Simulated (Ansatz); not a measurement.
# Worked example: SiH2(CH3)(NH2) + C4H9 → SiH(CH3)(NH2) + C4H10

Species: SiH2(CH3)(NH2), singlet; C4H9 (1-butyl radical) `[CH2]CCC`, doublet; SiH(CH3)(NH2), doublet; C4H10 (butane) `CCCC`, singlet. A radical takes H: the energy is the difference in strength between the Si–H bond broken and the C–H bond made.

Shapes, held fixed at every level: PBE0-D4/def2-TZVP. Flexible molecules stand in one conformer, not always the lowest. Programs: Ansatz 0.2.0. The zero-point and thermal change to 298 K, harmonic and unscaled (PBE0-D4/def2-TZVP), is +14.3 kJ/mol.

At CCSD(T)/def2-SVP; 1 Eh = 2625.50 kJ/mol:

| species | energy (Eh) |
| --- | --- |
| SiH2(CH3)(NH2) | -385.674065 |
| C4H9 | -157.187829 |
| SiH(CH3)(NH2) | -385.027551 |
| C4H10 | -157.856529 |

Task: Work out ΔH(298 K) of the reaction at this level.

Result: 
1. Products less reactants: (-385.027551) + (-157.856529) − [(-385.674065) + (-157.187829)] = -0.022186 Eh = -58.2 kJ/mol.
2. With the thermal change: -58.2 + (+14.3) = -43.9 kJ/mol.

Other levels give -50.3 (MP2/def2-SVP) to -10.6 kJ/mol (HF/def2-SVP). No measured value is set beside it here. Open shells run unrestricted.
